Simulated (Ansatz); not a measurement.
## Se in Ansatz: convergence with xc grid

Se:

```
Se
1.0
     4.35517    0.00000    0.00000
    -2.17759    3.77169    0.00000
     0.00000    0.00000    4.94945
Se
3
Direct
  0.78300 0.78300 0.50000
  0.00000 0.21700 0.83333
  0.21700 0.00000 0.16667
```

```yaml
Program: Ansatz 0.2.0
Task: convergence study
Functional: PBE
Potentials_or_basis: Ansatz PAW
Cutoff: "420 eV (not typed: the program's choice for these potentials)"
k_mesh: 6 × 6 × 5
Occupations: gaussian, width 0.05 eV
Spin: no spin polarisation
```

These are the settings of the first run; the series varies xc grid, with any setting tied to it.

Hardware: 2 threads of Intel(R) Xeon(R) Processor @ 2.50GHz (Skylake/Cascade Lake), on a shared host.

| xc grid | energy less the tightest run, at zero smearing (meV/atom) | SCF cycles | CPU time (s) | peak memory (GiB) |
| --- | --- | --- | --- | --- |
| 1 | 0.00 | 6 | 8.3 | 0.34 |
| 2 | 0.00 | 6 | 8.7 | 0.34 |
| 3 | 0.00 | 6 | 8.7 | 0.36 |
| 4 | 0.00 | 6 | 9.4 | 0.41 |
| 5 | 0.00 | 6 | 10 | 0.5 |

Against the tightest run, the energy stays within 1 meV/atom from 1 on. The tightest run that finished is the yardstick and may itself not be fully converged.
